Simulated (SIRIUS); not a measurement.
**Dy in SIRIUS: convergence with wave cutoff**

Dy:

```
Dy
1.0
    -2.00038    2.00038    2.00038
     2.00038   -2.00038    2.00038
     2.00038    2.00038   -2.00038
Dy
1
Direct
  0.00000 0.00000 0.00000
```

This isn't the form of Dy at room conditions, which is hcp.

- Program: SIRIUS 7.10.0
- Task: single point
- Functional: PBE
- Potentials or basis: SSSP 1.3.0 PBE efficiency
- Cutoff: 139 eV
- Density cutoff: 1361 eV
- k mesh: 8 × 8 × 8
- Occupations: fermi-dirac, width 0.05 eV
- Spin: collinear spin, ferromagnetic start
- Starting moments: [5.0] μB

These are the settings of the first run; the series varies wave cutoff, with any setting tied to it.

Hardware: 1 thread of Arm Neoverse V1, with other jobs on the host.

```
wave cutoff  energy less the tightest run, at zero smearing (meV/atom)  pressure (GPa)  absolute moment (μB)  SCF cycles  CPU time (s)  peak memory (GiB)
   139.3 eV                                                   93260.42        -2190.06                  0.00          29            60               0.24
   200.6 eV                                      timed out after 370 s               -                     -           -             -                  -
   273.1 eV                                                    -200.13           -4.83                  4.64          55           230               0.35
   356.7 eV                                                     105.83           -1.63                  4.74          47           200               0.41
   451.4 eV                                      timed out after 370 s               -                     -           -             -                  -
   557.3 eV                                                       0.00           -0.72                  4.73          48           340               0.58
     737 eV                                      timed out after 370 s               -                     -           -             -                  -
   941.8 eV                                      timed out after 370 s               -                     -           -             -                  -
```

Against the tightest run, the absolute moment stays within 0.02 μB from 356.7 eV on. Not settled before the last step: the energy (to 1 meV/atom), the pressure (to 0.1 GPa). The tightest run that finished is the yardstick and may itself not be fully converged.

Caveat, for the tightest run too: the magnetic or orbital state may not be the lowest. The state reached can hang on the start; a lower one may exist.
